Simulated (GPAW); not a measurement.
The system is GaSb.

```
Sb Ga
1.0
     0.00000    3.05900    3.05900
     3.05900    0.00000    3.05900
     3.05900    3.05900    0.00000
Sb Ga
1 1
Direct
  0.75000 0.75000 0.75000
  0.00000 0.00000 0.00000
```

```yaml
Program: GPAW 26.7.0
Task: relaxation of cell and atoms
Functional: revPBE
Potentials_or_basis: the program's PAW data sets (release 1.2.1) made for this functional
Cutoff: 600 eV
Basis: pw
k_mesh: 8 × 8 × 8
Occupations: fermi-dirac, width 0.05 eV
Spin: no spin polarisation
```

At the start: pressure 3.5 GPa; volume 28.62 Å³/atom.

Task: Where does the relaxation end?

Result: Over 4 steps the energy falls by 21.7 meV/atom and the volume is 30.71 Å³/atom (+7.3 %); space group F-43m (No. 216, to 0.05 Å).

Step by step:
```csv
step,energy change (eV),largest force (eV/Å),pressure (GPa),volume (Å³)
1,0.0000,0.0000,3.51,57.25
2,-0.0151,0.0000,2.76,58.02
3,-0.0433,0.0000,0.19,61.17
4,-0.0434,0.0000,0.01,61.42
```

Final structure:
```
CELL_PARAMETERS angstrom
0.00000 3.13150 3.13150
3.13150 0.00000 3.13150
3.13150 3.13150 0.00000
ATOMIC_POSITIONS crystal
Sb 0.75000 0.75000 0.75000
Ga 0.00000 0.00000 0.00000
```

Caveat: later steps reuse the first step's grids.
